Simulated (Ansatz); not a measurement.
BP built on the zincblende prototype, relaxed with r2SCAN in the PAW code Ansatz. The symmetry is F-43m (No. 216, cubic); conventional cell a = 4.537 Å, 11.67 Å³ an atom. Around B lie 4 P at 1.96 Å; around P lie 4 B at 1.96 Å.

The axes x, y and z are those of this cell:
```
CELL_PARAMETERS angstrom
0.00000 2.26832 2.26832
2.26832 0.00000 2.26832
2.26832 2.26832 0.00000
ATOMIC_POSITIONS crystal
B 0.00000 0.00000 0.00000
P 0.25000 0.25000 0.25000
```

Unstrained: With PBE the valence top lies at Γ and the conduction bottom at Γ–X (0.83 of the way from Γ), 1.238 eV higher; the smallest vertical gap, at Γ, is 3.405 eV. With r2SCAN the valence top lies at Γ and the conduction bottom at Γ–X (0.83 of the way from Γ), 1.410 eV higher; the smallest vertical gap, at Γ, is 3.602 eV. With HSE06 the valence top lies at Γ and the conduction bottom at Γ–X (0.83 of the way from Γ), 1.964 eV higher; the smallest vertical gap, at Γ, is 4.344 eV. Meshes: PBE 10×10×10, r2SCAN 10×10×10, HSE06 6×6×6. Strains are changes of length per length. After each strain the atoms were relaxed again with r2SCAN within the symmetry that the strain leaves, so tilts or polar shifts that break it weren't tested; points keep the names that they have in the unstrained zone. No spin polarisation and no zero-point or thermal motion.

Task: For epitaxial -4.0 % in the plane normal to [111], how far does the free direction move, and what happens to the gap?

Result: The normal strain at zero normal stress is +0.77 %, 0.19 of the in-plane strain with the sign turned. PBE: the gap goes from 1.238 to 0.792 eV (-0.446 eV); the edges go from Γ → Γ–X (0.83) to Γ → X; with r2SCAN the top three valence levels at Γ, degenerate before, become 2+1 from the top over 585 meV. r2SCAN: the gap goes from 1.410 to 0.952 eV (-0.458 eV); the edges go from Γ → Γ–X (0.83) to Γ → X. HSE06: the gap goes from 1.964 to 1.506 eV (-0.458 eV); the edges go from Γ → Γ–X (0.83) to Γ → X.

Task: Estimate what epitaxial +2.0 % in the plane normal to [111], free normal strain -0.33 % does to the gap.

Result: PBE: the gap goes from 1.238 to 1.169 eV (-0.069 eV); with r2SCAN the top three valence levels at Γ, degenerate before, become 1+2 from the top over 155 meV. r2SCAN: the gap goes from 1.410 to 1.336 eV (-0.074 eV). HSE06: the gap goes from 1.964 to 1.893 eV (-0.071 eV). The r2SCAN energy rises by 12.9 meV an atom.

Task: Estimate what epitaxial +4.0 % in the plane normal to [111], free normal strain -0.65 % does to the gap.

Result: PBE: the gap goes from 1.238 to 1.108 eV (-0.130 eV); the edges go from Γ → Γ–X (0.83) to Γ → Γ–X (0.87); with r2SCAN the top three valence levels at Γ, degenerate before, become 1+2 from the top over 238 meV. r2SCAN: the gap goes from 1.410 to 1.269 eV (-0.141 eV); the edges go from Γ → Γ–X (0.83) to Γ → Γ–X (0.87). HSE06: the gap goes from 1.964 to 1.832 eV (-0.132 eV); the edges go from Γ → Γ–X (0.83) to Γ → Γ–X (0.87). The r2SCAN energy rises by 49.3 meV an atom.

Task: Apply epitaxial -2.0 % in the plane normal to [111], free normal strain +0.38 %. How far does the gap move, against the unstrained cell?

Result: PBE: the gap goes from 1.238 to 1.078 eV (-0.160 eV); the edges go from Γ → Γ–X (0.83) to Γ → Γ–X (0.85); with r2SCAN the top three valence levels at Γ, degenerate before, become 2+1 from the top over 243 meV. r2SCAN: the gap goes from 1.410 to 1.246 eV (-0.164 eV); the edges go from Γ → Γ–X (0.83) to Γ → Γ–X (0.85). HSE06: the gap goes from 1.964 to 1.801 eV (-0.163 eV); the edges go from Γ → Γ–X (0.83) to Γ → Γ–X (0.85). The r2SCAN energy rises by 14.1 meV an atom.

Task: Estimate what epitaxial +3.0 % in the plane normal to [111], free normal strain -0.50 % does to the gap.

Result: PBE: the gap goes from 1.238 to 1.137 eV (-0.101 eV); the edges go from Γ → Γ–X (0.83) to Γ → Γ–X (0.85); with r2SCAN the top three valence levels at Γ, degenerate before, become 1+2 from the top over 206 meV. r2SCAN: the gap goes from 1.410 to 1.300 eV (-0.110 eV); the edges go from Γ → Γ–X (0.83) to Γ → Γ–X (0.85). HSE06: the gap goes from 1.964 to 1.861 eV (-0.103 eV); the edges go from Γ → Γ–X (0.83) to Γ → Γ–X (0.85). The r2SCAN energy rises by 28.4 meV an atom.

Task: Estimate what epitaxial -3.0 % in the plane normal to [111], free normal strain +0.57 % does to the gap.

Result: PBE: the gap goes from 1.238 to 0.955 eV (-0.283 eV); the edges go from Γ → Γ–X (0.83) to Γ → Γ–X (0.90); with r2SCAN the top three valence levels at Γ, degenerate before, become 2+1 from the top over 401 meV. r2SCAN: the gap goes from 1.410 to 1.120 eV (-0.290 eV); the edges go from Γ → Γ–X (0.83) to Γ → Γ–X (0.90). HSE06: the gap goes from 1.964 to 1.675 eV (-0.289 eV); the edges go from Γ → Γ–X (0.83) to Γ → Γ–X (0.90). The r2SCAN energy rises by 32.5 meV an atom.

Task: Apply epitaxial +1.0 % in the plane normal to [111], free normal strain -0.17 %. How far does the gap move, against the unstrained cell?

Result: PBE: the gap goes from 1.238 to 1.202 eV (-0.036 eV); with r2SCAN the top three valence levels at Γ, degenerate before, become 1+2 from the top over 88 meV. r2SCAN: the gap goes from 1.410 to 1.372 eV (-0.038 eV). HSE06: the gap goes from 1.964 to 1.927 eV (-0.037 eV). The r2SCAN energy rises by 3.3 meV an atom.

Task: For epitaxial -1.0 % in the plane normal to [111], how far does the free direction move, and what happens to the gap?

Result: The normal strain at zero normal stress is +0.18 %, 0.18 of the in-plane strain with the sign turned. PBE: the gap goes from 1.238 to 1.170 eV (-0.068 eV); the edges go from Γ → Γ–X (0.83) to Γ → Γ–X (0.84); with r2SCAN the top three valence levels at Γ, degenerate before, become 2+1 from the top over 110 meV. r2SCAN: the gap goes from 1.410 to 1.341 eV (-0.069 eV); the edges go from Γ → Γ–X (0.83) to Γ → Γ–X (0.84). HSE06: the gap goes from 1.964 to 1.896 eV (-0.068 eV); the edges go from Γ → Γ–X (0.83) to Γ → Γ–X (0.84).

Where an edge lies off the special points, it is a point of the mesh or the k point where a search put PBE's edge or least direct gap, reused for the other functionals, whose own edges may lie a little apart.

The meshes of the hybrids are coarse, so their gaps aren't converged to the digits shown.

The splittings at Γ are without spin-orbit coupling, which regroups them where it is of like size or larger.
